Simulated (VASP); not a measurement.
HfH2: relaxation of cell and atoms with PBEsol

Crystal: HfH2.

```
Hf H
1.0
    -1.73900    1.73900    2.18050
     1.73900   -1.73900    2.18050
     1.73900    1.73900   -2.18050
Hf H
1 2
Direct
  0.00000 0.00000 0.00000
  0.75000 0.25000 0.50000
  0.25000 0.75000 0.50000
```

```json
{
  "Program": "VASP 6.6.1",
  "Task": "relaxation of cell and atoms",
  "Functional": "PBEsol",
  "Potentials or basis": "VASP PAW PBE potentials, release 64 (Hf_pv, H)",
  "Cutoff": "600 eV",
  "k mesh": "16 × 16 × 16",
  "Occupations": "methfessel-paxton, width 0.1 eV",
  "Spin": "no spin polarisation",
  "Further INCAR settings": "ALGO = Normal; EDIFF = 1e-06; IBRION = 2; EDIFFG = -0.01; NSW = 90; ISIF = 3"
}
```

```
Relaxed volume                         : 8.45 Å³/atom
Relaxed cell                           : a = 3.236 Å, b = 3.236 Å, c = 3.236 Å, α = 115.47°, β = 115.47°, γ = 98.04°
Space group after relaxing (to 0.05 Å) : I4/mmm (No. 139)
Energy gained by relaxing              : 6.8 meV/atom
Ionic steps                            : 5
Pressure after relaxing                : 0.0 GPa
Band gap on the k mesh                 : none (metal or under the smearing width)
```

Stress tensor (GPa, compression positive):
```
 0.11  0.00  0.00
 0.00  0.11  0.00
 0.00  0.00 -0.15
```

The path:
```csv
step,energy change (eV),largest force (eV/Å),pressure (GPa),volume (Å³)
1,0.0000,0.0000,-5.63,26.38
2,-0.0182,0.0000,1.05,25.22
3,-0.0186,0.0000,0.09,25.36
4,-0.0193,0.0000,0.08,25.36
5,-0.0203,0.0000,0.02,25.34
```

Final structure:
```
Hf H
1.0
    -1.72758    1.72758    2.12251
     1.72758   -1.72758    2.12251
     1.72758    1.72758   -2.12251
Hf H
1 2
Direct
  0.00000 0.00000 0.00000
  0.75000 0.25000 0.50000
  0.25000 0.75000 0.50000
```

Levels at points of the mesh, in eV from the Fermi level:
```csv
k point,band 4,band 5,band 6,band 7,band 8,band 9
"(0.00, 0.00, 0.00)",-11.50,-1.19,-0.51,-0.51,0.43,1.78
"(0.50, 0.00, 0.00)",-8.57,-5.17,-0.97,0.71,3.85,4.61
"(0.50, 0.50, 0.00)",-6.69,-5.80,-4.31,4.00,4.21,5.60
"(0.50, 0.50, 0.50)",-7.99,-4.11,-3.96,4.80,4.91,4.91
```

Wall time 3.5 min on 1 thread of Intel(R) Xeon(R) 6975P-C (Granite Rapids), on a shared host, peak memory 0.28 GiB.

Caveat: the PAW data sets were made with another functional, which shifts forces and pressure a little. The run has no spin-orbit coupling, so splittings on Hf are missing.
